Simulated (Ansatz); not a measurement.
Equilibrium properties in the bcc structure, computed with PBE in Ansatz (plane waves, PAW datasets (generated soft set 1); cutoff 420 eV), no spin polarisation, no spin–orbit coupling, Fermi–Dirac smearing of 0.061 eV, k-spacing 0.06 Å⁻¹:

```json
{"crystal": "V", "a₀ (Å)": "2.998", "V₀ (Å³/atom)": "13.47", "B₀ (GPa)": "182"}
{"crystal": "Mn", "a₀ (Å)": "2.784", "V₀ (Å³/atom)": "10.78", "B₀ (GPa)": "278"}
{"crystal": "Co", "a₀ (Å)": "2.763", "V₀ (Å³/atom)": "10.55", "B₀ (GPa)": "238"}
{"crystal": "Ni", "a₀ (Å)": "2.793", "V₀ (Å³/atom)": "10.90", "B₀ (GPa)": "198"}
{"crystal": "Ga", "a₀ (Å)": "3.374", "V₀ (Å³/atom)": "19.21", "B₀ (GPa)": "48"}
{"crystal": "Br", "a₀ (Å)": "3.769", "V₀ (Å³/atom)": "26.77", "B₀ (GPa)": "28"}
```

Give the same for Fe, Zn, Cu.


| crystal | a₀ (Å) | V₀ (Å³/atom) | B₀ (GPa) |
| --- | --- | --- | --- |
| Fe | 2.759 | 10.50 | 267 |
| Zn | 3.133 | 15.38 | 64 |
| Cu | 2.884 | 12.00 | 139 |

Model structures, not the usual forms at ambient conditions (metastable or hypothetical): Mn, Co, Ni, Cu, Zn, Ga, Br. The real material (Fe) is magnetic: without spin this is a model state, and volume, stiffness and gap can lie far from those of the magnetic ground state. Spin polarisation is left out, and a magnetic state may lie lower for Mn, Co, Ni.
